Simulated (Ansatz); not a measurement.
Runs of Ansatz 0.2.0 on TaSi2. Symmetry: P6_222, No. 180, hexagonal system. The conventional cell has a = 4.780 Å, b = 4.780 Å, c = 6.564 Å, α = 90.00°, β = 90.00°, γ = 120.00°. Ta (site symmetry 222) has 10 Si at 2.59 to 2.76 Å as nearest neighbours. Around Si (site symmetry 2) lie 5 Si at 2.59 to 2.76 Å and 5 Ta at 2.59 to 2.76 Å. 

```tsv
task	level	U	cell	k mesh	cutoff (eV)	smearing	hubbard projectors	double counting	gap on the mesh (eV)	pressure (GPa)	relaxed volume (Å³/atom)	largest force (eV/Å)
relaxation of cell and atoms	PBE+D4	-	relaxed	7 × 7 × 4	420	fermi-dirac 0.05 eV	-	-	none	0.0	14.32	-
relaxation of cell and atoms	PBE	-	relaxed	5 × 5 × 3	420	fermi-dirac 0.05 eV	-	-	none	0.0	14.67	-
projected density of states	PBEsol+U	Ta d U = 1 eV	as given	7 × 7 × 4	420	fermi-dirac 0.05 eV	ortho-atomic (the default)	fll (the default)	none	-1.0	-	0.76
projected density of states	PBEsol+U	Ta d U = 2 eV	as given	7 × 7 × 4	420	fermi-dirac 0.05 eV	ortho-atomic (the default)	fll (the default)	none	-0.7	-	0.77
single point	r2SCAN+U	Ta d U = 3 eV	as given	5 × 5 × 3	500	fermi-dirac 0.05 eV	ortho-atomic (the default)	fll (the default)	none	1.2	-	(b)
relaxation of cell and atoms	PBEsol	-	relaxed	7 × 7 × 4	420	fermi-dirac 0.05 eV	-	-	none	0.0	14.29	-
single point	PBE	-	as given	7 × 7 × 4	420	gaussian 0.013 eV	-	-	none	(a)	-	0.81
single point	r2SCAN+U	Ta d U = 2 eV	as given	5 × 5 × 3	500	fermi-dirac 0.05 eV	ortho-atomic (the default)	fll (the default)	none	0.8	-	0.87
projected density of states	PBEsol+U	Ta d U = 5 eV	as given	7 × 7 × 4	420	fermi-dirac 0.05 eV	ortho-atomic (the default)	fll (the default)	none	0.3	-	0.81
relaxation of cell and atoms	PBE	-	relaxed	7 × 7 × 4	420	fermi-dirac 0.05 eV	-	-	none	0.0	14.65	-
projected density of states	PBEsol+U	Ta d U = 6 eV	as given	7 × 7 × 4	420	fermi-dirac 0.05 eV	ortho-atomic (the default)	fll (the default)	none	0.7	-	0.83
single point	r2SCAN+U	Ta d U = 8 eV	as given	5 × 5 × 3	500	fermi-dirac 0.05 eV	ortho-atomic (the default)	fll (the default)	none	3.6	-	0.86
```

Alike in all rows: potentials or basis Ansatz PAW; no spin polarisation.

Q: Fill in the values left out.

A: (a) 3.5; (b) 0.89.

Caveats: the cell's inner coordinates are idealised or old, which leaves forces on the atoms (some runs); the PAW data sets come from PBE, with cores solved anew for the run's functional, which leaves a small shift of forces and pressure (some runs); U without spin polarisation on a metal has little footing (some runs); the U is typed as a test and isn't derived for this compound (some runs); the plane-wave basis is chosen anew once the cell has moved, so the energies of steps on either side of that aren't comparable (some runs); the density of states is complete only up to the lowest level of the last band computed (some runs); pairwise dispersion overbinds metals, which lowers pressure and volume (some runs).

A k mesh can miss the band edges, and the runs leave out spin-orbit coupling on Ta.

A gap of «none» marks a metal or a gap under the smearing width.

Not every run made on this cell is shown here.
